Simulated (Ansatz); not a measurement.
The system is Os.

```
Os
1.0
     2.73410    0.00000    0.00000
    -1.36705    2.36780    0.00000
     0.00000    0.00000    4.31970
Os
2
Direct
  0.66667 0.33333 0.75000
  0.33333 0.66667 0.25000
```

```yaml
Program: Ansatz 0.2.0
Task: relaxation of cell and atoms
Functional: PBEsol0
Potentials_or_basis: Ansatz PAW
Cutoff: "420 eV (not typed: the program's choice for these potentials)"
k_mesh: 6 × 6 × 3
Occupations: fermi-dirac, width 0.05 eV
Spin: no spin polarisation
```

At the start: volume 13.98 Å³/atom.

**Question.** How do energy, volume and symmetry change on relaxing?

**Answer.** It ends after 5 steps and the volume is 13.60 Å³/atom (-2.8 %); space group P6_3/mmc (No. 194, to 0.05 Å).

The path:
```tsv
step	energy change (eV)	largest force (eV/Å)	volume (Å³)
1	0.0000	0.0000	27.96
2	-0.0347	0.0000	27.28
3	-0.0352	0.0000	27.19
4	-0.0352	0.0000	27.19
5	-0.0349	0.0000	27.19
```

Final structure:
```
Os
1.0
     2.71653    0.00000    0.00000
    -1.35826    2.35258    0.00000
     0.00000    0.00000    4.25520
Os
2
Direct
  0.66667 0.33333 0.75000
  0.33333 0.66667 0.25000
```

Caveat: the k mesh is coarse (spacing up to 0.48 Å⁻¹), so the values aren't converged, least of all with exact exchange; the plane-wave basis is chosen anew once the cell has moved, so the energies of steps on either side of that aren't comparable; the PAW data sets come from PBE, with cores solved anew for the run's functional, which leaves a small shift of forces and pressure.
